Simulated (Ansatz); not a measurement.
# Band structure of TiSe2

```yaml
crystal:
  lattice:
    - [3.53600, 0.00000, 0.00000]
    - [-1.76800, 3.06227, 0.00000]
    - [0.00000, 0.00000, 6.00400]
  atoms:
    - { symbol: Ti, position: [0.00000, 0.00000, 0.00000] }
    - { symbol: Se, position: [0.33333, 0.66667, 0.25520] }
    - { symbol: Se, position: [0.66667, 0.33333, 0.74480] }
```

Atom numbers follow the list: Ti1, Se2, Se3.

The cell is COD entry 1548816, which may be a prediction rather than a measurement; nothing was relaxed.

All numbers below come from DFT, PBEsol, all-electron LAPW, scalar-relativistic in Ansatz 0.2.0.

Settings: a Γ-centred 12×12×6 k mesh, Fermi–Dirac smearing of 0.03 eV, basis error target 1 meV/atom, no spin polarisation.

Points in fractions of the reciprocal vectors of this cell: Γ (0, 0, 0), M (0.5, 0, 0), K (0.333, 0.333, 0), A (0, 0, 0.5), L (0.5, 0, 0.5), H (0.333, 0.333, 0.5). The path joins them by straight lines in the order Γ–M–K–Γ–A–L–H–A–L; legs that retrace an earlier one aren't tabulated. Energies are in eV from the Fermi level.

(1) List the levels at Γ between -5 and 2.5 eV.

(2) List the levels at H between -5 and 2.5 eV.

(3) List the levels at L between -5 and 2.5 eV.

(4) What is the band gap?

Answers

(1) -2.29 (×2), 0.21, 0.46 (×2), 0.51 (×2), 0.64.

(2) -4.29 (×2), -3.81, -3.13, -2.05 (×2), 1.10, 1.26 (×2).

(3) -4.57, -2.69, -2.48, -1.19, -0.96, -0.17, 1.36, 1.71.

(4) none: bands cross the Fermi level, a metal.
